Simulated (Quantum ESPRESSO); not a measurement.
A run of Quantum ESPRESSO 7.5 is set up as follows.

Contents of pw.in:

```
&CONTROL
  calculation = 'scf'
  prefix = 'pwscf'
  outdir = './tmp'
  pseudo_dir = './pseudo'
  tprnfor = .true.
  tstress = .true.
  disk_io = 'nowf'
/
&SYSTEM
  ibrav = 0
  nat = 5
  ntyp = 3
  ecutwfc = 60
  ecutrho = 480
  nbnd = 24
  occupations = 'smearing'
  smearing = 'fd'
  degauss = 0.00367493
/
&ELECTRONS
  conv_thr = 1d-09
  electron_maxstep = 120
  mixing_beta = 0.5
/
ATOMIC_SPECIES
K     39.0983 K.pbe-spn-kjpaw_psl.1.0.0.UPF
Mg    24.3050 Mg.pbe-n-kjpaw_psl.0.3.0.UPF
F     18.9984 f_pbe_v1.4.uspp.F.UPF
CELL_PARAMETERS angstrom
   3.9859000000    0.0000000000    0.0000000000
   0.0000000000    3.9859000000    0.0000000000
   0.0000000000    0.0000000000    3.9859000000
ATOMIC_POSITIONS crystal
K      0.4915570000    0.5214180000    0.4837880000
Mg    -0.0018630000    0.0062290000    0.0002000000
F      0.0015480000    0.0008360000    0.5151270000
F     -0.0024120000    0.4889800000    0.0097390000
F      0.5067060000    0.0081420000   -0.0027700000
K_POINTS automatic
7 7 7 0 0 0
```

Potentials or basis: SSSP 1.3 efficiency PBE.

The run is started by

```bash
$ OMP_NUM_THREADS=1 pw.x -in pw.in > pw.out
```

Question: What does it give for the pressure?

Answer: 4.2 GPa.

Question: Estimate the band gap on the k mesh.

Answer: 7.33 eV, indirect (least direct gap 7.62 eV).

Question: What does it give for the largest force?

Answer: 0.808 eV/Å.

Stress tensor (GPa, compression positive):
```
 4.02 -0.03  0.02
-0.03  4.30  0.06
 0.02  0.06  4.17
```

Caveat: an odd mesh through Γ misses points on the zone boundary, where band edges often lie.
